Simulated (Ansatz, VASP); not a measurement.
**KBr: VASP beside Ansatz**

```
K Br
1.0
     0.00000    3.29250    3.24311
     3.29250    0.00000    3.24311
     3.29250    3.29250    0.00000
K Br
1 1
Direct
  0.00000 0.00000 0.00000
  0.50000 0.50000 0.50000
```

Change from the starting cell: strain +0.000 along x and y, -0.015 along z, atoms carried along.

Alike in both runs: task single point; functional PBE; k mesh 6 × 6 × 6; occupations gaussian, width 0.05 eV; no spin polarisation.

|  | VASP | Ansatz |
| --- | --- | --- |
| version | VASP 6.6.1 | Ansatz 0.2.0 |
| potentials or method | VASP PAW PBE potentials, release 64 (K_sv, Br) | scalar-relativistic, plane waves, PAW |
| plane-wave cutoff (eV) | 520 | 420 |
| valence electrons in the cell | 16 | 16 |

VASP gave:

```
gap on the k mesh at the Fermi level (eV)       : 4.49
least direct gap on the mesh (eV)               : 4.49
pressure (GPa)                                  : 1.2
largest component of the traceless stress (GPa) : 0.39
```

Task: Estimate Ansatz's values.

Result: gap on the k mesh at the Fermi level (eV): 4.49; least direct gap on the mesh (eV): 4.49; pressure (GPa): 1.1; largest component of the traceless stress (GPa): 0.38.
